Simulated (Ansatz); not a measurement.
Ansatz input file:

```yaml
crystal:
  lattice:
    - [3.2092715325, 0.0, 0.0]
    - [-1.6046357662, 2.7793106748, 0.0]
    - [0.0, 0.0, 5.21033]
  atoms:
    - { symbol: Mg, position: [0.2270106409, 0.5912486856, 0.2078625538] }
    - { symbol: Mg, position: [0.6666666667, 0.3333333333, 0.75] }
basis:
  ecutwfc: 420
kpoints:
  mp_grid: { grid: [15, 15, 8] }
hamiltonian:
  xc: pbe
scf:
  occupations: { method: gaussian, width: 0.1 }
output:
  forces: true
  stress: true
  eigenvalues: true
```

Launched with
```bash
ansatz run input.yaml --threads 1 --pin off --max-ram 1331MiB --backend cpu --events-out ev --progress --plain --runs-dir out
```

Theory: DFT PBE, scalar-relativistic, plane waves, PAW (Ansatz).

Abridged output (final results; tables in files aren't shown):

```
SCF 1 converged in 7 iterations: F = -3847.502059 eV  dr2 = 7.32e-8
SCF converged after 7 iterations
Free energy (F): -3847.502059 eV
Harris-Foulkes:  -3847.502059 eV  (|F-HF|=8.11e-8)
Internal energy: -3847.497299 eV  (E = F + TS)
E sigma→0 (E₀):  -3847.499679 eV
Entropy (-TS):   -0.004761 eV (-2.380 meV/atom)
Fermi energy:    5.538584 eV
--- Per-component energies (eV) ---
  E_band       = -717.275907
  E_kinetic    = 149.669219
  E_local      = -3269.225089  (includes V_loc(G=0)·N_el)
  E_nonlocal   = 191.436010
  E_hartree    = 1170.303998
  E_xc         = -56.801198
  E_vxc        = -73.275597  (∫ρ·V_xc dr)
  E_paw        = -585.028572  (= ΣΔE_a)
  E_vpaw       = -56.495933  (= ΣTr[D̂ρ^β])
  E_aug_tail   = -0.000007  (compensation charges beyond the density's cutoff)
  E_ewald      = -1447.851659
  E_smearing   = -0.004761  (= −TS)
--- Forces (eV/Å), atoms counted from 1 ---
  atom   1  Mg     0.23495793     0.15737147     0.63342351
  atom   2  Mg    -0.23495793    -0.15737147    -0.63342351
--- Stress (GPa, compression-positive) ---
        0.766205       0.566374       0.868952
        0.566374      -0.444039       0.579348
        0.868953       0.579349       0.923836
  P = ⅓ Tr σ = 0.4153 GPa (4.153 kbar)
--- Band table (eV; the first three rows and the last of 901) ---
  k-point 0: bands = ["-70.4726", "-70.4682", "-37.2507", "-37.2133", "-37.2116", "-37.2114", "-37.2096", "-37.2025", "-1.3579", "3.9291", "4.3027", "16.3179", "16.3590", "16.4094"]
  k-point 1: bands = ["-70.4725", "-70.4683", "-37.2497", "-37.2133", "-37.2120", "-37.2117", "-37.2099", "-37.2027", "-1.2732", "2.8634", "5.5203", "16.0352", "16.4220", "16.4603"]
  k-point 2: bands = ["-70.4723", "-70.4685", "-37.2471", "-37.2144", "-37.2131", "-37.2118", "-37.2097", "-37.2031", "-1.0221", "1.7907", "7.0506", "14.4132", "16.5969", "16.6181"]
  k-point 900: bands = ["-70.4694", "-70.4680", "-37.2442", "-37.2300", "-37.2225", "-37.2204", "-37.2170", "-37.2145", "2.3845", "4.7847", "6.4862", "8.8041", "9.0686", "10.8546"]
```

The run converged.